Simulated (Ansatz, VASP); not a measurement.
# NaH in VASP and in Ansatz

```
CELL_PARAMETERS angstrom
0.00000 2.44000 2.44000
2.44000 0.00000 2.44000
2.44000 2.44000 0.00000
ATOMIC_POSITIONS crystal
Na 0.00000 0.00000 0.00000
H 0.50000 0.50000 0.50000
```

Alike in both runs: functional PBE; k mesh 10 × 10 × 10; occupations fermi-dirac, width 0.02 eV; no spin polarisation.

Ansatz relaxed the structure, and its values are those at the end. VASP's run is a single point on that final structure, the one shown.

|  | VASP | Ansatz |
| --- | --- | --- |
| version | VASP 6.6.1 | Ansatz 0.2.0 |
| potentials or method | VASP PAW PBE potentials, release 64 (Na_pv, H) | plane-wave PAW, scalar-relativistic |
| plane-wave cutoff (eV) | 520 | 420 |
| valence electrons in the cell | 8 | 10 |

```csv
,VASP,Ansatz,Ansatz less VASP
gap on the k mesh at the Fermi level (eV),3.73,3.73,+0.002
pressure (GPa),-0.7,-0.7,+0.03
```

The two sets of potentials don't hold the same shells in valence. Ansatz warned: «stress_scf_threshold_loose».

A k mesh can miss the band edges. A hybrid or GW would open this gap; PBE tends to underestimate it.
